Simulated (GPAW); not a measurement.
A run of GPAW 26.7.0 is set up as follows.

run.py

```python
from ase.dft.bandgap import bandgap
from ase.io import read, write
from ase.units import Bohr, GPa
from gpaw import GPAW, PW
from gpaw.elf import elf_from_dft_calculation

atoms = read('POSCAR')

calc = GPAW(mode=PW(800),
            xc='PBE',
            kpts={'size': (8, 8, 8), 'gamma': True},
            occupations={'name': 'methfessel-paxton', 'order': 0, 'width': 0.015},
            nbands=12,
            convergence={'density': 1e-05, 'energy': 1e-05},
            maxiter=150,
            txt='gpaw.txt')
atoms.calc = calc
energy = atoms.get_potential_energy()
forces = atoms.get_forces()
stress = atoms.get_stress()
calc.write('gs.gpw')
write('result.traj', atoms)
print(f'Energy: {energy:.6f} eV')
print('Forces (eV/A):')
print(forces.round(4))
print('Stress (GPa):', (stress / GPa).round(3))
print('Fermi level:', round(calc.get_fermi_level(), 4), 'eV')
print(f'Gap: {bandgap(calc)[0]:.4f} eV, direct: {bandgap(calc, direct=True)[0]:.4f} eV')

# fields on the real-space grid
write('density.cube', atoms, data=calc.get_pseudo_density() * Bohr**3)
write('potential.cube', atoms, data=calc.get_electrostatic_potential())
write('elf.cube', atoms, data=elf_from_dft_calculation(calc).data)
```

Contents of POSCAR:

```
Li2S
1.0
    0.0000000000      2.8445000000      2.8445000000
    2.8445000000      0.0000000000      2.8445000000
    2.8445000000      2.8445000000      0.0000000000
S Li
1 2
Direct
    0.0000000000      0.0000000000      0.0000000000
    0.7500000000      0.7500000000      0.7500000000
    0.2500000000      0.2500000000      0.2500000000
```

Potentials or basis: GPAW PAW data sets (gpaw-data 1.2.1), pw.

Command:

```console
$ OMP_NUM_THREADS=1 python run.py
```

(1) What does it give for the band gap on the k mesh?

(2) Estimate the pressure.

## Answers

(1) 3.38 eV, indirect (least direct gap 4.28 eV).

(2) 0.9 GPa.
